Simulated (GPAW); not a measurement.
# Sn: equation of state with optB88-vdW

Crystal: Sn.

```xyz
2
Lattice="4.5726 0.0000 0.0000 2.2863 3.9600 0.0000 2.2863 1.3200 3.7335" Properties=species:S:1:pos:R:3 pbc="T T T"
Sn    6.8590    3.9600    2.8002
Sn    4.5726    2.6400    1.8668
```

This isn't the form of Sn at room conditions, which is tetragonal (white tin).

- Program: GPAW 26.7.0
- Task: equation of state
- Functional: optB88-vdW
- Potentials or basis: GPAW PAW data sets (gpaw-data 1.2.1)
- Cutoff: 600 eV
- Basis: pw
- k mesh: 6 × 6 × 6
- Occupations: fermi-dirac, width 0.05 eV
- Spin: no spin polarisation
- Maxiter: 150
- older calculator (legacy_gpaw): yes
- Eos scales: [0.94, 0.96, 0.98, 1.0, 1.02, 1.04, 1.06]

The equilibrium volume is 37.08 Å³/atom (rough: see the caveat). The bulk modulus is 33 GPa (rough).

Energy against volume, from the lowest point:
| volume (Å³/atom) | energy (meV/atom) |
| --- | --- |
| 31.775 | 106.10 |
| 32.451 | 75.90 |
| 33.127 | 51.46 |
| 33.803 | 32.19 |
| 34.479 | 17.56 |
| 35.155 | 7.04 |
| 35.831 | 0.00 |

It took 92 s on 1 thread of Arm Neoverse V2, with other jobs on the host, peak memory 0.22 GiB.

Caveat: the minimum lies outside the volumes run; the PAW data sets were made with another functional, which shifts forces and pressure a little.
